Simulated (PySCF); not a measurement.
Isomers of C3H6O2 and their computed core-level spectra.

Theory: delta-SCF UKS SCAN, pcX-2 on the ionised atom, pcseg-1 elsewhere, spin-free X2C in PySCF. Geometries: PBE0-D3(BJ)/def2-SVP; isolated species, one conformer each.

Line lists (1s up to Mg, 2p3/2 beyond; areas count atoms within a level, one atom standing for each set equivalent by bonding):
1. C 1s: 292.68 (area 1), 292.71 (area 1), 293.86 (area 1) eV; O 1s: 538.50 (area 1), 539.09 (area 1) eV
2. C 1s: 291.34 (area 1), 292.61 (area 1), 294.62 (area 1) eV; O 1s: 537.72 (area 1), 539.51 (area 1) eV
3. C 1s: 292.48 (area 2), 293.62 (area 1) eV; O 1s: 538.72 eV
4. C 1s: 290.93 (area 1), 291.40 (area 1), 294.92 (area 1) eV; O 1s: 537.96 (area 1), 540.12 (area 1) eV
5. C 1s: 292.40 (area 1), 292.50 (area 1), 292.53 (area 1) eV; O 1s: 538.74 (area 1), 538.88 (area 1) eV

Structures:
A. methoxyacetaldehyde, `COCC=O`
B. glycidol, `OC[C@H]1CO1`
C. methyl acetate, `COC(C)=O`
D. propanoic acid, `CCC(=O)O`
E. 1,3-dioxolane, `C1COCO1`

Question: Which list belongs to which compound?

Answer: 
- 1 = A: another candidate has the same counts of sites, so positions decide. C 1s: 292.68 methoxy carbon, 292.71 sp3 carbon bound to oxygen, 293.86 aldehyde carbon; O 1s: 538.50 aldehyde oxygen, 539.09 ether oxygen.
- 2 = C: another candidate has the same counts of sites, so positions decide. C 1s: 291.34 methyl carbon next to a carbonyl, 292.61 methoxy carbon, 294.62 ester carbonyl carbon; O 1s: 537.72 ester carbonyl oxygen, 539.51 ester single-bonded oxygen.
- 3 = E: no other candidate has these counts of sites. C 1s: 292.48 sp3 carbon bound to oxygen (×2), 293.62 sp3 carbon bearing two oxygens; O 1s: 538.72 cyclic ether oxygen (×2).
- 4 = D: another candidate has the same counts of sites, so positions decide. C 1s: 290.93 methyl carbon, 291.40 sp3 carbon next to a carbonyl, 294.92 carboxylic acid carbon; O 1s: 537.96 acid carbonyl oxygen, 540.12 acid hydroxyl oxygen.
- 5 = B: another candidate has the same counts of sites, so positions decide. C 1s: 292.40 sp3 carbon bound to oxygen, 292.50 carbinol carbon (C–OH), 292.53 sp3 carbon bound to oxygen; O 1s: 538.74 epoxide oxygen, 538.88 alcohol oxygen.

1 of these hole states is spin-contaminated (⟨S²⟩ 0.87, against 0.75; counted from 0.85) and less certain.
